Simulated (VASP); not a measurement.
# AlP (F-43m) in VASP: notebook

Aim: see how the results for AlP move with the level of theory and the settings. Levels: revPBE, BLYP, LDA. Tasks: single point.

Program: VASP 6.6.1. These are calculated values, not measurements. Logs are shortened: lines on timing, memory, paths and dates and some standing lists are left out, and cuts for length are marked.

**Experimental background.**

A printed reference work, data compilation reports, for a bulk crystal of AlP at 4.2 K: band gap 2.505 eV (indirect).

The results are compared with them further down.

## (1) The cell of the first run

The structure is cubic, space group F-43m (No. 216). Conventional cell: a = 5.451 Å, b = 5.451 Å, c = 5.451 Å, α = 90.00°, β = 90.00°, γ = 90.00°. Within 3.1 Å of Al (site symmetry -43m) lie 4 P at 2.36 Å. Within 3.1 Å of P (site symmetry -43m) lie 4 Al at 2.36 Å.

## (2) Single point, revPBE

INCAR

```
PREC = Accurate ; ENCUT = 500
EDIFF = 1E-6 ; ISMEAR = 0
SIGMA = 0.01 ; LREAL = F
LASPH = T ; NELM = 120
ALGO = Normal ; ISIF = 2
LWAVE = F ; LCHARG = F
GGA = RE ; NBANDS = 11
GGA_COMPAT = F
```

KPOINTS

```
regular mesh
0
Gamma
  6 6 6
```

POSCAR

```
AlP
1.0
    3.8544390000      0.0000000000      0.0000000000
    1.9272195000      3.3380420913      0.0000000000
    1.9272195000      1.1126806971      3.1471362649
Al P
1 1
Direct
    0.0000000000      0.0000000000      0.0000000000
    0.2500000000      0.2500000000      0.2500000000
```

Potentials or basis: VASP PAW PBE potentials, release 64 (Al, P).

Started as:

```
$ cat potpaw_PBE.64/Al/POTCAR potpaw_PBE.64/P/POTCAR > POTCAR
$ mpirun -np 1 vasp_std > vasp.out
```

OUTCAR:

```text
PREC = Accurate
   ENCUT = 500
   EDIFF = 1E-6
   ISMEAR = 0
   LREAL = F
   LASPH = T
   NELM = 120
   ISIF = 2
   GGA = RE

 ion  position               nearest neighbor table
   1  0.000  0.000  0.000-   2 2.36   2 2.36   2 2.36   2 2.36
   2  0.250  0.250  0.250-   1 2.36   1 2.36   1 2.36   1 2.36

  LATTYP: Found a face centered cubic cell.
 ALAT       =     5.4509999091

  Lattice vectors:

 A1 = (   3.8544390000,   0.0000000000,   0.0000000000)
 A2 = (   1.9272195000,   3.3380420913,   0.0000000000)
 A3 = (   1.9272195000,   1.1126806971,   3.1471362649)

Analysis of symmetry for initial positions (statically):
=====================================================================
 Subroutine PRICEL returns:
 Original cell was already a primitive cell.

 Routine SETGRP: Setting up the symmetry group for a
 face centered cubic supercell.

 Subroutine GETGRP returns: Found 24 space group operations
 (whereof 24 operations were pure point group operations)
 out of a pool of 48 trial point group operations.

The static configuration has the point symmetry T_d .

Analysis of symmetry for dynamics (positions and initial velocities):
=====================================================================
 Subroutine PRICEL returns:
 Original cell was already a primitive cell.

 Routine SETGRP: Setting up the symmetry group for a
 face centered cubic supercell.

 Subroutine GETGRP returns: Found 24 space group operations
 (whereof 24 operations were pure point group operations)
 out of a pool of 48 trial point group operations.

The dynamic configuration has the point symmetry T_d .

 Subroutine INISYM returns: Found 24 space group operations
 (whereof 24 operations are pure point group operations),
 and found     1 'primitive' translations

----------------------------------------------------------------------------------------

                                     Primitive cell

  volume of cell :      40.4919

  direct lattice vectors                    reciprocal lattice vectors
     3.854439000  0.000000000  0.000000000     0.259441127 -0.149788405 -0.105916397
     1.927219500  3.338042091  0.000000000     0.000000000  0.299576810 -0.105916397
     1.927219500  1.112680697  3.147136265     0.000000000  0.000000000  0.317749190

  length of vectors
     3.854439000  3.854439000  3.854439000     0.317749190  0.317749190  0.317749190

  position of ions in fractional coordinates (direct lattice)
     0.000000000  0.000000000  0.000000000
     0.250000000  0.250000000  0.250000000

[... 75 lines left out ...]
   POTIM  = 0.5000    time-step for ionic-motion
   TEBEG  =    0.0;   TEEND  =   0.0 temperature during run
   PSTRESS=    0.0 pullay stress
   NELECT =       8.0000    total number of electrons
   NUPDOWN=      -1.0000    fix difference up-down
   EMIN   =  10.00;   EMAX   =-10.00  energy-range for DOS
   EFERMI =   0.00;   METHOD = LEGACY
   ISMEAR =     0;   SIGMA  =   0.01  broadening in eV -4-tet -1-fermi 0-gaus
   EFERMI_NEDOS =   21; number of points for ismear=-14 and -15
   IALGO  =     38    algorithm
   IMIX   =      4    mixing-type and parameters
     AMIX     =   0.40;   BMIX     =  1.00
     AMIX_MAG =   1.60;   BMIX_MAG =  1.00
  volume/ion in A,a.u.               =      20.25       136.63
  Fermi-wavevector in a.u.,A,eV,Ry     =   0.953488  1.801831 12.369597  0.909140
  Thomas-Fermi vector in A             =   2.082148
   LORBIT       =      0    0 simple, 1 ext, 2 COOP (PROOUT), +10 PAW based schemes
   GGA     = RE    functional components
   LHFCALC =     F    Hartree Fock is set to
   AEXX    =    0.0000 exact exchange contribution
   IVDW    =     0    specifies the selected vdW correction
   LEPSILON=     F    determine dielectric tensor
   LRPA    =     F    only Hartree local field effects (RPA)
 non-spin polarized calculation
 Gauss-broadening in eV      SIGMA  =   0.01
  energy-cutoff  :      500.00
  volume of cell :       40.49
 maximum number of plane-waves:      1056
   NGX = 13   NGY = 13   NGZ = 13

 number of electron       8.0000000 magnetization

 Free energy of the ion-electron system (eV)
  ---------------------------------------------------
  ext. energy  EPLUGINS =         0.00000000
  ---------------------------------------------------
  free energy    TOTEN  =        -9.88282754 eV

  energy without entropy =       -9.88282754  energy(sigma->0) =       -9.88282754

 E-fermi :   4.7644     XC(G=0):  -9.1408

 val. band max:        4.6861380315   @ k =   0.0000   0.0000   0.0000
 cond. band min:       6.3086093772   @ k =   0.5000   0.5000  -0.0000
 fundamental gap:      1.6224713457
 Fermi energy:         4.7643748183

 k-point     1 :       0.0000    0.0000    0.0000
  band No.  band energies     occupation
      1      -6.8285      2.00000
      2       4.6861      2.00000
      3       4.6861      2.00000
      4       4.6861      2.00000
      5       8.1404      0.00000
      6       9.2772      0.00000
      7       9.2772      0.00000
      8       9.2772      0.00000
      9      13.5004      0.00000
     10      13.5004      0.00000
     11      15.1784      0.00000
[... 197 lines left out ...]
 k-point    16 :      -0.3333    0.5000    0.1667
  band No.  band energies     occupation
      1      -4.4394      2.00000
      2      -0.3407      2.00000
      3       1.7793      2.00000
      4       2.0221      2.00000
      5       8.0450      0.00000
      6       9.0510      0.00000
      7      12.4036      0.00000
      8      12.7499      0.00000
      9      16.0453      0.00000
     10      16.6573      0.00000
     11      18.0653      0.00000

------------------------ aborting loop because EDIFF is reached ----------------------------------------

  FORCE on cell =-STRESS in cart. coord.  units (eV):
  Direction    XX          YY          ZZ          XY          YZ          ZX
  --------------------------------------------------------------------------------------
  -------------------------------------------------------------------------------------
  Total        0.9689991      0.9689991      0.9689991     -0.0000000     -0.0000000     -0.0000000
  in kB       38.3411754     38.3411754     38.3411754     -0.0000000     -0.0000000     -0.0000000
  external PRESSURE =      38.3411754 kB  Pullay stress =       0.0000000 kB

 VOLUME and BASIS-vectors are now :
 -----------------------------------------------------------------------------
  energy-cutoff  :      500.00
  volume of cell :       40.49
      direct lattice vectors                 reciprocal lattice vectors
     3.854439000  0.000000000  0.000000000     0.259441127 -0.149788405 -0.105916397
     1.927219500  3.338042091  0.000000000     0.000000000  0.299576810 -0.105916397
     1.927219500  1.112680697  3.147136265     0.000000000  0.000000000  0.317749190

 POSITION                                       TOTAL-FORCE (eV/Angst)
 -----------------------------------------------------------------------------------
      0.00000      0.00000      0.00000        -0.000000     -0.000000     -0.000000
      1.92722      1.11268      0.78678         0.000000      0.000000      0.000000
 -----------------------------------------------------------------------------------
    total drift:                                0.000000      0.000000     -0.000000

  FREE ENERGIE OF THE ION-ELECTRON SYSTEM (eV)
  ---------------------------------------------------
  free  energy   TOTEN  =        -9.8828275429 eV

  energy  without entropy=       -9.8828275429  energy(sigma->0) =       -9.88282754
```

OSZICAR:

```text
N       E                     dE             d eps       ncg     rms          rms(c)
DAV:   1     0.133556345496E+02    0.13356E+02   -0.29849E+03   352   0.535E+02
DAV:   2    -0.934021231668E+01   -0.22696E+02   -0.21055E+02   451   0.902E+01
DAV:   3    -0.101988808306E+02   -0.85867E+00   -0.85725E+00   439   0.175E+01
DAV:   4    -0.102068958374E+02   -0.80150E-02   -0.80144E-02   435   0.206E+00
DAV:   5    -0.102070329399E+02   -0.13710E-03   -0.13710E-03   473   0.249E-01    0.515E+00
DAV:   6    -0.991605047950E+01    0.29098E+00   -0.57792E-01   385   0.286E+00    0.330E+00
DAV:   7    -0.987943321213E+01    0.36617E-01   -0.22959E-01   403   0.199E+00    0.155E+00
DAV:   8    -0.988256459423E+01   -0.31314E-02   -0.17894E-02   394   0.678E-01    0.277E-01
DAV:   9    -0.988251779004E+01    0.46804E-04   -0.63710E-04   443   0.146E-01    0.121E-01
DAV:  10    -0.988281843345E+01   -0.30064E-03   -0.51892E-04   385   0.122E-01    0.214E-02
DAV:  11    -0.988282448697E+01   -0.60535E-05   -0.38419E-05   435   0.282E-02    0.123E-02
DAV:  12    -0.988282675685E+01   -0.22699E-05   -0.35413E-06   400   0.113E-02    0.682E-03
DAV:  13    -0.988282754288E+01   -0.78603E-06   -0.12721E-06   415   0.585E-03
   1 F= -.98828275E+01 E0= -.98828275E+01  d E =-.204559E-30
```

Wall time 9.8 s (1 thread of Intel Xeon Platinum 8259CL at 2.50GHz (Skylake/Cascade Lake), shared host); peak memory 0.14 GiB.

What came out:

```yaml
Free_energy: -9.8828 eV
Pressure: 3.8 GPa
Band_gap_on_the_k_mesh: 1.62 eV, indirect (least direct gap 3.45 eV)
```

Caveat: the PAW data sets were made with another functional, which shifts forces and pressure a little. A k mesh can miss the band edges.

## (3) Single point, BLYP

INCAR

```
AGGAC = 1.0
AGGAX = 1.0
ALDAC = 0.0
ALDAX = 1.0
ALGO = Normal
EDIFF = 1E-6
ENCUT = 500
GGA = B5
GGA_COMPAT = False
ISIF = 2
ISMEAR = 0
LASPH = True
LCHARG = False
LREAL = False
LWAVE = False
NBANDS = 11
NELM = 120
PREC = Accurate
SIGMA = 0.01
```

KPOINTS

```
k-points
0
Gamma
  6 6 6
```

POSCAR is that of step 2.

Potentials or basis: VASP PAW PBE potentials, release 64 (Al, P).

Started as:

```
$ cat potpaw_PBE.64/Al/POTCAR potpaw_PBE.64/P/POTCAR > POTCAR
$ mpirun -np 1 vasp_std > vasp.out
```

Run time: 14 s. Hardware: 1 thread of Intel Xeon Platinum 8259CL at 2.50GHz (Skylake/Cascade Lake), shared host; peak memory 0.15 GiB.

It converged, with:

* Free energy: -9.0971 eV
* Pressure: 5.3 GPa
* Band gap on the k mesh: 1.83 eV, indirect (least direct gap 3.44 eV)

Levels at points of the mesh, in eV from the valence-band top:
```
           k point  band 1  band 2  band 3  band 4  band 5  band 6  band 7  band 8  band 9
(0.00, 0.00, 0.00)  -11.48    0.00    0.00    0.00    3.44    4.67    4.67    4.67    8.98
(0.50, 0.00, 0.00)   -9.82   -5.45   -0.75   -0.75    2.93    4.97    4.97    8.61   11.66
(0.50, 0.50, 0.00)   -9.16   -5.27   -2.06   -2.06    1.83    2.62   11.18   11.18   12.18
```

Caveat: the PAW data sets were made with another functional, which shifts forces and pressure a little. A k mesh can miss the band edges.

(Continued in part 2 of 2.)
